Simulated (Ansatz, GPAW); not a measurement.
## One calculation of V, 3 ways

```
V
1.0
    -1.51435    1.51435    1.51435
     1.51435   -1.51435    1.51435
     1.51435    1.51435   -1.51435
V
1
Direct
  0.00000 0.00000 0.00000
```

Alike in all runs: task single point; functional PBE; k mesh 12 × 12 × 12; occupations gaussian, width 0.016 eV; collinear spin, ferromagnetic start; no spin-orbit coupling. Pressure is positive in compression and, in plane waves, holds the error of the finite cutoff, which Ansatz's Pulay term estimates and takes out.

```
                        program and potentials  plane-wave cutoff (eV)                             notes  band gap (eV)  pressure (GPa)  net moment per atom (μB)
                            Ansatz, Ansatz PAW                     420  Pulay term of +0.08 GPa included         no gap           -5.21                      0.12
    GPAW, GPAW PAW data sets (gpaw-data 1.2.1)                     600                                 -         no gap           -4.18                      0.11
Ansatz, all-electron LAPW, scalar-relativistic                       -                                 -         no gap           -5.27                      0.12
```

None finds a gap. The pressure spans -5.27 (Ansatz, all-electron LAPW, scalar-relativistic) to -4.18 GPa (GPAW, GPAW PAW data sets (gpaw-data 1.2.1)), with all-electron results at -5.27. The net moment per atom spans 0.11 (GPAW, GPAW PAW data sets (gpaw-data 1.2.1)) to 0.12 μB (Ansatz, all-electron LAPW, scalar-relativistic), with all-electron results at 0.12. The state is the one that the start led to, which needn't be the lowest.

The functional is the same throughout but for its coding, so the spread measures potentials, basis and numerics; runs on potential files found faulty are left out.
